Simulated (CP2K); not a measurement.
The system is Pb.

```
Pb
1.0
     3.50021    0.00000    0.00000
     1.75010    3.03127    0.00000
     1.75010    1.01042    2.85791
Pb
1
Cartesian
  0.0000 0.0000 0.0000
```

Program: CP2K 2026.2. Alike in all runs: no spin polarisation; cell as given; k mesh 9 × 9 × 9.

Question: Order these runs on this cell by their pressure, lowest first.
A. level r2SCAN; potentials or basis POTENTIAL_UZH Pb GTH-SCAN-q4; TZVP-MOLOPT-SCAN-GTH basis; smearing fermi-dirac 0.05 eV; EPS_DEFAULT 1.0E-9; basis sets Pb TZVP-MOLOPT-SCAN-GTH-q4; potentials Pb GTH-SCAN-q4 of POTENTIAL_UZH; CUTOFF of the grids 675 Ry; points a segment of the path (NPOINTS) 8
B. level PBE; potentials or basis POTENTIAL_UZH Pb GTH-PBE-q4; TZVP-MOLOPT-PBE-GTH basis; smearing fermi-dirac 0.05 eV; EPS_DEFAULT 1.0E-10; basis sets Pb TZVP-MOLOPT-PBE-GTH-q4; potentials Pb GTH-PBE-q4 of POTENTIAL_UZH; CUTOFF of the grids 450 Ry
C. level LDA; potentials or basis GTH_POTENTIALS Pb GTH-PADE-q4; TZVP-MOLOPT-PBE-GTH basis; smearing fermi-dirac 0.0259 eV; EPS_DEFAULT 1.0E-9; basis sets Pb TZVP-MOLOPT-PBE-GTH-q4; potentials Pb GTH-PADE-q4 of GTH_POTENTIALS; CUTOFF of the grids 450 Ry; points a segment of the path (NPOINTS) 8

Answer: C (-3.2 GPa), A (-0.3 GPa), B (3.2 GPa).

Caveats: the basis of atomic orbitals isn't converged, which shifts pressures, moduli and gaps.

Not every run made on this cell is shown here.
